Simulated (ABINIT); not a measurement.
Band structure of Li3N (P6/mmm, 4 atoms in the cell).

```
Li3N
1.0
    3.57255     0.00000     0.00000
   -1.78628     3.09392     0.00000
    0.00000     0.00000     3.81494
Li N
3 1
Direct
  0.00000   0.00000   0.50000
  0.33333   0.66667   0.00000
  0.66667   0.33333   0.00000
  0.00000   0.00000   0.00000
```

Method: PBE, PAW (JTH v2.0 PBE PAW) (plane waves; ABINIT).

Settings: pseudos = [Li.GGA_PBE-JTH.xml, N.GGA_PBE-JTH.xml]; ecut = 26 Ha; pawecutdg = 52 Ha; pawxcdev = 0; occopt = 1; ngkpt = 6 6 5; nshiftk = 1; shiftk = 0 0 0; potentials = JTH v2.0 PBE PAW; kptopt = 1; nstep = 100; tolvrs1 = 1e-12; diemac = 4.

The starting cell comes from a database of computed structures (which also holds hypothetical and non-ambient phases and stackings), without a prior relaxation at this level. Its lattice was rescaled by a random factor within 2.5 % of one.

**Question.** Predict the gap along the standard path and the places of the band edges.

**Answer.** The gap along the path is 1.14 eV, from A to L; the smallest direct gap on it is 1.39 eV. Another conduction valley lies within 0.1 eV, so the order of the valleys is not sure.

Levels in eV from the top of the valence band on the SCF mesh, bands 4 to 11:
```tsv
point	4	5	6	7	8	9	10	11
Γ	-11.51	-1.64	-0.19	-0.19	1.20	7.54	7.54	8.58
M	-11.41	-2.36	-1.27	-0.78	4.73	4.82	7.18	9.76
K	-11.41	-2.01	-2.01	-0.67	5.42	5.42	7.65	8.47
A	-11.58	-2.80	0.02	0.02	4.15	7.16	8.36	8.36
L	-11.54	-1.42	-0.96	-0.67	1.16	6.14	8.10	8.37
H	-11.54	-1.31	-1.31	-0.35	2.45	2.45	9.67	10.94
```
